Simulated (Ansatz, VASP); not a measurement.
## Two plane-wave programs on Cu

The input INCAR:

```
SYSTEM = Cu
  PREC = Accurate
  ENCUT = 600
  EDIFF = 1E-6
  ISMEAR = -1
  SIGMA = 0.05
  LREAL = .FALSE.
  LASPH = .TRUE.
  NELM = 100
  ALGO = Fast
  ISIF = 3
  LWAVE = .FALSE.
  LCHARG = .FALSE.
  GGA = RE
  IVDW = 12
  IBRION = 2
  NSW = 60
  EDIFFG = -0.01
```

The input KPOINTS:

```
regular mesh
0
G
  13 13 13
  0 0 0
```

The input POSCAR:

```
Cu
1.0
   -1.4427933200      1.4427933200      1.3760814500
    1.4427933200     -1.4427933200      1.3760814500
    1.4427933200      1.4427933200     -1.3760814500
Cu
1
Direct
    0.0000000000      0.0000000000      0.0000000000
```

File input.yaml:

```yaml
crystal:
  lattice:
    - [-1.44279332, 1.44279332, 1.37608145]
    - [1.44279332, -1.44279332, 1.37608145]
    - [1.44279332, 1.44279332, -1.37608145]
  atoms:
    - { symbol: Cu, position: [0.0, 0.0, 0.0] }
hamiltonian:
  xc: revpbe
  pseudopotentials: { kind: paw }
  dispersion: d3bj
kpoints:
  mp_grid: { grid: [13, 13, 13] }
scf:
  occupations: { method: fermi_dirac, width: 0.05 }
output:
  forces: true
  stress: true
  eigenvalues: true
relax:
  f_tol: 0.01
  max_steps: 40
  cell: { stress_tol: 0.05 }
```

This isn't the form of Cu at room conditions, which is fcc.

Alike in both runs: task relaxation of cell and atoms; functional revPBE; dispersion D3(BJ); k mesh 13 × 13 × 13; occupations fermi-dirac, width 0.05 eV; no spin polarisation.

|  | VASP | Ansatz |
| --- | --- | --- |
| version | VASP 6.6.1 | Ansatz 0.2.0 |
| potentials or method | VASP PAW PBE potentials, release 64 (Cu) | Ansatz PAW |
| plane-wave cutoff (eV) | 600 | 420 |
| valence electrons in the cell | 11 | 19 |

```tsv
	VASP	Ansatz	Ansatz less VASP
gap on the k mesh at the Fermi level, each at its own relaxed structure (eV)	none	none	-
relaxed volume (Å³/atom)	11.09	11.03	-0.060
relaxed cell length with the largest relative difference (Å)	2.434	2.429	-0.0045
energy change over the relaxation (meV/atom)	-7	-9	-1.8
```

A gap of «none» marks a metal or a gap that the smearing closes. The two sets of potentials don't hold the same shells in valence.

Caveats: pairwise dispersion overbinds metals, which lowers pressure and volume; the PAW data sets were made with another functional, which shifts forces and pressure a little (VASP); the plane-wave basis is chosen anew once the cell has moved, so the energies of steps on either side of that aren't comparable (Ansatz); the PAW data sets come from PBE, with cores solved anew for the run's functional, which leaves a small shift of forces and pressure (Ansatz).
